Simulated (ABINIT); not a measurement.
Input of an ABINIT 10.8.3 (patched build) run:

The input run.abi:

```
# Pseudopotentials
pp_dirpath "./"
pseudos "Zn.GGA_PBE-JTH.xml, S.GGA_PBE-JTH.xml"

# Structure
acell 3*1.0
rprim
     0.0000000000     5.1060399887     5.1060399887
     5.1060399887     0.0000000000     5.1060399887
     5.1060399887     5.1060399887     0.0000000000
ntypat 2
znucl 30 16
natom 2
typat 1 2
xred
     0.7397190000     0.7437320000     0.7477960000
    -0.0090390000     0.0118540000    -0.0118510000
chkprim 0
chksymtnons 0
tolsym 1.0e-6

# Plane-wave basis
ecut 598.650497 eV
pawecutdg 44.0

# k points
kptopt 1
ngkpt 9 9 9
nshiftk 1
shiftk 0.0 0.0 0.0

# Exchange and correlation
ixc 11

# Bands and occupations
nband 13
occopt 3
tsmear 0.00183747

# SCF cycle
nstep 100
tolvrs 1.0e-9

# Output
iomode 3
prtwf 0
prtden 0
prteig 0
prtebands 0
enunit 1
```

Potentials or basis: JTH PAW PBE v2.0.

The run is started by

```console
$ abinit run.abi > log 2>&1
```

Problem. What does it give for the band gap on the k mesh?

Solution. 2.06 eV, direct.

Problem. Predict the largest force.

Solution. 0.388 eV/Å.

Forces in eV/Å, atoms in the order of the input:
```
Zn   0.161 -0.161  0.314
S   -0.161  0.161 -0.314
```
